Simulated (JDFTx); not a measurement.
Input of a JDFTx 1.7.0 (patched build) run:

FeO.in

```
lattice \
    4.9368521096     0.0000000000     0.0000000000 \
    0.0000000000     4.9368521096     0.0000000000 \
    0.0000000000     0.0000000000     4.9368521096
coords-type Lattice
ion Fe     0.0000000000     0.0000000000     0.0000000000 1
ion O      0.5000000000     0.5000000000     0.5000000000 1

ion-species pseudo/Fe.upf
ion-species pseudo/O.upf
elec-cutoff 45 360
elec-ex-corr gga-PBE
kpoint-folding 10 10 10
elec-smearing Fermi 0.0018374661
elec-n-bands 19
spintype z-spin
initial-magnetic-moments Fe 3
elec-initial-magnetization 3 no
electronic-SCF nIterations 100 energyDiffThreshold 1e-09
electronic-minimize nIterations 30 energyDiffThreshold 1e-7
converge-empty-states yes
forces-output-coords Cartesian

dump-name run.$VAR
dump End Ecomponents EigStats BandEigs Kpoints Forces Stress ElecDensity Dtot
```

Potentials or basis: PseudoDojo-SR-PBE-0.5-standard with smoothed tails.

The run is started by

```sh
$ jdftx -c 1 -i FeO.in -o FeO.out
```

(1) Estimate the pressure.

(2) What does it give for the site moments?

(3) What does it give for the absolute moment?

(4) What does it give for the band gap on the k mesh?

Results:

(1) 8.5 GPa.

(2) Fe +3.56; O +0.45 μB.

(3) 4.00 μB per cell.

(4) none (metal or under the smearing width).

Caveat: a cell with one magnetic atom can't hold antiferromagnetic order, which such compounds often take; semilocal functionals often make such compounds metallic where correlation or magnetic order opens a gap, which also shifts bond lengths.
